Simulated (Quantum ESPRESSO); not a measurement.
# Ru under changes of volume

One of the cells (13.575 Å³/atom); the others are scaled copies at fixed shape and fractional positions:

```
Ru
1.0
     2.70580    0.00000    0.00000
    -1.35290    2.34329    0.00000
     0.00000    0.00000    4.28190
Ru
2
Direct
  0.66667 0.33333 0.75000
  0.33333 0.66667 0.25000
```

* Program: Quantum ESPRESSO 7.5
* Functional: LDA
* Potentials or basis: PseudoDojo 0.4 FR PBE standard
* Cutoff: 1143 eV
* Density cutoff: 4572 eV
* k mesh: 9 × 9 × 5
* Occupations: fermi-dirac, width 0.05 eV
* Spin: spin-orbit coupling, no magnetisation

```tsv
volume (Å³/atom)	energy over the lowest point (meV/atom)	pressure (GPa)
12.760	14.05	12.4
13.032	0.23	3.9
13.303	0.00	-3.7
13.575	11.86	-10.4
13.846	?	?
14.118	66.41	-21.5
14.389	106.88	-26.2
```

Question: What does the run at 13.846 Å³/atom give?

Answer: Energy over the lowest point 34.40 meV/atom; pressure -16.3 GPa.

Worked out: A Birch-Murnaghan fit of order 3 (a polynomial in V^(-2/3)) to the other rows has its minimum at 13.17 Å³/atom with B0 = V·E''(V) = 365 GPa and B' = 4.7 at fixed shape and positions, which overstates the stiffness. It gives 34.32 meV/atom at 13.846 Å³/atom, against the run's 34.40, and -dE/dV = -16.2 GPa, against -16.3.

Energies are extrapolated to zero smearing.

Caveats: the potentials were made for another functional, which shifts forces and pressure.
